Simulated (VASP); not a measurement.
Runs of VASP 6.6.1 on C2H2. The cell holds a molecule in a box, 4 atoms: a = 12.705 Å, b = 13.205 Å, c = 13.705 Å, α = 90.00°, β = 90.00°, γ = 90.00°. 

```csv
task,level,cell,atoms held fixed (from 0),gap on the mesh (eV),largest force (eV/Å)
single point,RPBE+D3(BJ),as given,-,6.72,(a)
single point,RPBE,as given,-,6.72,0.37
relaxation of the atoms,PBE+D3(BJ),atoms relaxed,[0],6.74,-
single point,PBE,as given,-,6.74,0.01
```

Alike in all rows: potentials or basis VASP PAW PBE potentials, release 64 (C, H); no spin polarisation; k mesh 1 × 1 × 1; cutoff (eV) 400; smearing gaussian 0.01 eV.

Estimate the missing entries.

(a) 0.34.

Caveats: the standard files for N, O and F lose accuracy on very short bonds; the PAW data sets were made with another functional, which shifts forces and pressure a little (some runs).

